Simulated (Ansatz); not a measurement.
# Mg/GaN/Hf: conductance for both polarities, part 6 of 6

Wanted: the change of resistance of Mg/GaN/Hf with the barrier's polarity. The lower electrode is Mg hcp(0001), the upper one Hf hcp(0001); the barrier is GaN wurtzite(0001) (whole bilayers). In the first transport cell, after relaxation, the nearest pair of electrode and barrier is Mg–N at 2.04 Å, along the normal, at the lower face and Hf–Ga at 2.99 Å, at a slant, at the upper one. All share a net of side 3.205 Å, which strains the lower electrode by +0.5 %, the upper one by +0.2 % and the barrier by -0.5 %, against typed lattice constants near PBE's. The first steps treat the bulk electrodes alone.

Ansatz 0.2.0; PBE DFT, plane waves, PAW files (the session's first sound run).

So far, transmission at the Fermi level (a spin, zone mean): step 5 (transmission over a wide range of energy, polarity N face on the lower …) 0.0177; step 6 (conductance, polarity N face on the lower electrode, gap between the electrodes …) 0.0174; step 8 (transmission over a wide range of energy, polarity Ga face on the lower …) 0.00302; step 9 (conductance on a fine mesh, polarity Ga face on the lower electrode, gap …) 0.00272.

## Step 11: A check of the settings

This step: PBE DFT, plane waves, PAW files; ballistic transmission by layer matching between semi-infinite leads; changed: output.transmission.kmesh = [3, 3] (Ansatz 0.2.0).

System of this step: Mg/GaN/Hf. The cell holds 30 atoms: 11 Mg, 4 N, 4 Ga and 11 Hf. Cell: a = 3.205 Å, b = 3.205 Å, c = 77.949 Å, α = 90.0°, β = 90.0°, γ = 120.0°. Regions: left electrode, 11 atoms (11 Mg); barrier, 8 atoms (4 N and 4 Ga); right electrode, 11 atoms (11 Hf). Vacuum lies along c.

It is meant to test whether the mesh across the current is converged. Where the input is shown as a difference, that is against the step before, not the twin.

input.yaml

```yaml
crystal:
  lattice:
    - [3.205, 0.0, 0.0]
    - [-1.6025, 2.7756114191, 0.0]
    - [0.0, 0.0, 77.948687675]
  atoms:
    - { symbol: Mg, position: [0.0, 0.0, 0.0898026665] }
    - { symbol: Mg, position: [0.33333333, 0.66666667, 0.1229001206] }
    - { symbol: Mg, position: [0.0, 0.0, 0.1559975748] }
    - { symbol: Mg, position: [0.33333333, 0.66666667, 0.189095029] }
    - { symbol: Mg, position: [0.0, 0.0, 0.2221924832] }
    - { symbol: Mg, position: [0.33333333, 0.66666667, 0.2552899374] }
    - { symbol: Mg, position: [0.0, 0.0, 0.2883873915] }
    - { symbol: Mg, position: [0.33333333, 0.66666667, 0.3214848457] }
    - { symbol: Mg, position: [0.0, 0.0, 0.3545822999] }
    - { symbol: Mg, position: [0.33333333, 0.66666667, 0.3876797541] }
    - { symbol: Mg, position: [0.0, 0.0, 0.4194034572] }
    - { symbol: "N", position: [0.0, 0.0, 0.4455208471] }
    - { symbol: Ga, position: [0.33333333, 0.66666667, 0.4537149578] }
    - { symbol: "N", position: [0.33333333, 0.66666667, 0.4792718911] }
    - { symbol: Ga, position: [0.0, 0.0, 0.4873934152] }
    - { symbol: "N", position: [0.0, 0.0, 0.5129367971] }
    - { symbol: Ga, position: [0.33333333, 0.66666667, 0.5210908407] }
    - { symbol: "N", position: [0.33333333, 0.66666667, 0.5465906259] }
    - { symbol: Ga, position: [0.0, 0.0, 0.5555241377] }
    - { symbol: Hf, position: [0.33333333, 0.66666667, 0.5856307228] }
    - { symbol: Hf, position: [0.0, 0.0, 0.617326658] }
    - { symbol: Hf, position: [0.33333333, 0.66666667, 0.6498678442] }
    - { symbol: Hf, position: [0.0, 0.0, 0.6824090304] }
    - { symbol: Hf, position: [0.33333333, 0.66666667, 0.7149502165] }
    - { symbol: Hf, position: [0.0, 0.0, 0.7474914027] }
    - { symbol: Hf, position: [0.33333333, 0.66666667, 0.7800325889] }
    - { symbol: Hf, position: [0.0, 0.0, 0.812573775] }
    - { symbol: Hf, position: [0.33333333, 0.66666667, 0.8451149612] }
    - { symbol: Hf, position: [0.0, 0.0, 0.8776561474] }
    - { symbol: Hf, position: [0.33333333, 0.66666667, 0.9101973335] }
kpoints:
  mp_grid: { grid: [12, 12, 1] }
scf:
  occupations: { method: fermi_dirac, width: 0.1 }
  max_iter: 150
hamiltonian:
  xc: pbe
output:
  transmission:
    kmesh: [3, 3]
    e_range: [-4, 2]
    de: 0.1
    leads: [[4, 6], [24, 26]]
  dos: { projected: true, e_range: [-6, 5], de: 0.05 }
  write_potential: true
  write_density: true
  volumetric_format: npy
```

Started as:

```bash
> ansatz run input.yaml --threads 4 --pin off --max-ram 10240MiB --backend cpu --events-out ev --progress --plain --runs-dir out
```

Numbers of over 12 decimals in the logs are rounded to 6 here.

Log:

```text
[...]
Crystal: 30 atoms, lattice volume = 693.419 Å³
Basis set: ecut = 420 eV, 13737 PW (Γ)
Bands: 281, of which v1, the nominal top of the filled ones, is band 234 counted from 1 (233 counted from 0)
Symmetry: 6 space group operations
[...]
k-points: 19 of 144 (time reversal used)
[...]
SCF iter   1: F=—  HF=-210769.204540 eV  |F-HF|=—  |Δ(HF+E_count)|=         —  Δρ=1.49e-2  dr2=1.66e3  ethr=1.77e-3  ⟨swp⟩=6.2  Hψ=21762  notcnv=0  defer=126
[...]
SCF iter  11: F=-210766.996996 eV  HF=-210766.996996 eV  |F-HF|=1.13e-8  |Δ(HF+E_count)|=   2.71e-8  Δρ=8.66e-7  dr2=2.26e-8  ethr=2.14e-11  ⟨swp⟩=3.4  Hψ=11227  notcnv=0
SCF 1 converged in 11 iterations: F = -210766.996996 eV  dr2 = 2.26e-8
[...]
transmission: 21 of 207 steps passed
transmission: 42 of 207 steps passed
[...]
transmission: 207 of 207 steps passed
[...]
SCF converged after 11 iterations
Free energy (F): -210766.996996 eV
[...]
Internal energy: -210766.456220 eV  (E = F + TS)
E sigma→0 (E₀):  -210766.726608 eV
Entropy (-TS):   -0.540775 eV (-18.026 meV/atom)
Fermi energy:    9.915416 eV
[...]
--- Band table (eV; the first three rows and the last of 19) ---
  k-point 0: bands = [... 230 lower, 10.2838, 10.4284, 10.4784, 10.7133, 10.9079, 10.9079, 10.9136, 10.9136, ... 43 higher]
  k-point 1: bands = [... 230 lower, 10.2278, 10.3022, 10.3466, 10.6109, 10.6269, 10.6604, 10.6864, 10.7378, ... 43 higher]
  k-point 2: bands = [... 230 lower, 9.8112, 9.9473, 10.0104, 10.0276, 10.1969, 10.2477, 10.4994, 10.6140, ... 43 higher]
  k-point 18: bands = [... 230 lower, 9.6475, 9.6623, 9.7493, 9.7724, 9.8258, 9.8281, 9.9063, 9.9147, ... 43 higher]
--- Transmission ---
  basis      : 85 plane waves across, 69 finite elements along
  points     : 3, standing for a mesh of 3 x 3
[...]
channels       : 1.444444e0 a spin
[...]
channels       : 6.666667e-1 a spin
[...]
slowest decay  : 0.2134 /Å at (0.3333, 0.0000)
  junction   : crystal 0 to crystal 1, 19.31 to 55.16 Å
    transmission   : 2.194987e-2 a spin
[...]
```

The job ended after 5.3 min (4 threads of Arm Neoverse V2, shared host; peak memory 6.2 GiB).

Residual by cycle:

cycle, log10 residual and a bar from the least value:
```
        1        3.2 ##############################
        2        0.3 ######################
        3       -1.2 ##################
        4       -1.6 #################
        5       -2.8 #############
        6       -3.7 ###########
        7       -4.6 ########
        8       -5.3 #######
        9       -6.2 ####
       10       -6.9 ##
       11       -7.6
```

The run finished with changed settings (output.transmission.kmesh = [3, 3]); it serves as a test.

The transmission at the Fermi level, both spins, is 0.0439 against 0.0354 in the twin: a change of +24 %.

Side by side:

```csv
quantity,this run,sound run,difference
"transmission at the Fermi level (a spin, zone mean)",0.021950,0.017725,0.00423
channels of the lower lead,1.4444,0.79861,0.646
channels of the upper lead,0.66667,0.70833,-0.0417
```

The two runs differ clearly in the channels of the lower lead: 1.44 against 0.799.

## Step 12: What came out

```yaml
conductance_n_face_on_the_lower_electrode: 1.6e13 S/m²
conductance_ga_face_on_the_lower_electrode: 2.3e12 S/m²
```

**Reading.** The two polarities differ in conductance by a factor of 6.8, the better conductor being «N face on the lower electrode», by more than the error estimates. The ratio includes whatever the relaxation rebuilt at the faces. The polarity here is that of growth: the two cells are two junctions, and whether a field could switch one into the other isn't tested. The distance between the electrodes differs too: it is 12.96 against 13.16 Å. The program's largest error estimate on these conductances is 40 %, from the leads' potential steps, in the run that gave 2.3e12 S/m². In 2 of these 2 runs a lead's potential steps by more than 25 meV, which the program flags as too much. No spin-orbit coupling, phonons, disorder or image charges enter; the interfaces are ordered, one cell wide and lattice-matched by strain. Semilocal gaps are too small, which can bring a band edge of the barrier nearer to the Fermi level than it is.

[Logs are printed without paths, hosts, clocks, repeated set-up lines and the standing remarks that a program may print on its own settings, such as how far it seeks lower states.]

[Hosts, paths, dates, database ids (printed as entryN), source tags and the programs' standing remarks are cut or masked in the printed files.]
